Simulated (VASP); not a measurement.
Runs of VASP 6.6.1 on Sb. Symmetry: Cmce, No. 64, orthorhombic system. Conventional cell: a = 3.906 Å, b = 12.391 Å, c = 5.169 Å, α = 90.00°, β = 90.00°, γ = 90.00°. Around Sb (site symmetry m) lie 3 Sb at 2.56 to 2.60 Å. The cell was built by a generator and needn't be a form met in nature.

```csv
task,cell,k mesh,cutoff (eV),gap on the mesh (eV),pressure (GPa),largest force (eV/Å)
relaxation of cell and atoms,relaxed,6 × 6 × 4,600,none,0.0,0.01
single point,"Fmmm, 25.92 Å³/atom",14 × 14 × 6,520,none,0.0,-
single point,"Cmce, 29.53 Å³/atom",6 × 6 × 4,520,none,0.3,0.06
single point,"P6_3/mmc, 32.0 Å³/atom",6 × 6 × 2,520,none,(a),-
```

Alike in all rows: level PBEsol; potentials or basis VASP PAW PBE potentials, release 64 (Sb); no spin polarisation; smearing gaussian 0.1 eV.

Problem. Estimate the missing entries.

Solution. (a) -8.9.

Caveats: the PAW data sets were made with another functional, which shifts forces and pressure a little.

A k mesh can miss the band edges, and the runs leave out spin-orbit coupling on Sb.

A gap of «none» marks a metal or a gap under the smearing width.
